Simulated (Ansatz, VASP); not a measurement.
AlN in VASP and in Ansatz

INCAR

```
SYSTEM = AlN
  ALGO = Normal
  EDIFF = 1E-6
  ENCUT = 520
  GGA = PE
  ISIF = 2
  ISMEAR = 0
  LASPH = .True.
  LCHARG = .True.
  LELF = .True.
  LREAL = .False.
  LVHAR = .True.
  LWAVE = .False.
  NBANDS = 11
  NELM = 80
  PREC = Accurate
  SIGMA = 0.05
```

File KPOINTS:

```
k-points
0
Gamma
  10 10 10
  0 0 0
```

POSCAR

```
AlN
1.0
   -0.1582615573      1.9314597104      1.9314597104
    1.9314597104     -0.1582615573      1.9314597104
    1.9314597104      1.9314597104     -0.1582615573
Al N
1 1
Direct
    0.5000000000      0.5000000000      0.5000000000
    0.0000000000      0.0000000000      0.0000000000
```

Input for Ansatz:

```yaml
crystal:
  lattice:
    - [-0.1582615573, 1.9314597104, 1.9314597104]
    - [1.9314597104, -0.1582615573, 1.9314597104]
    - [1.9314597104, 1.9314597104, -0.1582615573]
  atoms:
    - { symbol: Al, position: [0.5, 0.5, 0.5] }
    - { symbol: "N", position: [0.0, 0.0, 0.0] }
basis:
  ecutwfc: 520.0
kpoints:
  mp_grid: { grid: [10, 10, 10] }
hamiltonian:
  xc: pbe
  pseudopotentials: { kind: paw, azcp: { folder: soft_1 } }
scf:
  occupations: { method: gaussian, width: 0.05 }
output:
  forces: true
  stress: true
  eigenvalues: true
```

Alike in both runs: task single point; functional PBE; k mesh 10 × 10 × 10; occupations gaussian, width 0.05 eV; no spin polarisation.

|  | VASP | Ansatz |
| --- | --- | --- |
| version | VASP 6.6.1 | Ansatz 0.2.0 |
| potentials or method | VASP PAW PBE potentials, release 64 (Al, N) | scalar-relativistic, plane waves, PAW |
| plane-wave cutoff (eV) | 520 | 520 |
| valence electrons in the cell | 8 | 8 |

|  | VASP | Ansatz | Ansatz less VASP |
| --- | --- | --- | --- |
| gap on the k mesh at the Fermi level (eV) | 2.75 | 2.76 | +0.008 |
| least direct gap on the mesh (eV) | 4.53 | 4.52 | -0.011 |
| pressure (GPa) | 12.0 | 12.2 | +0.13 |
| largest component of the traceless stress (GPa) | 22.20 | 22.18 | -0.018 |

A k mesh can miss the band edges.
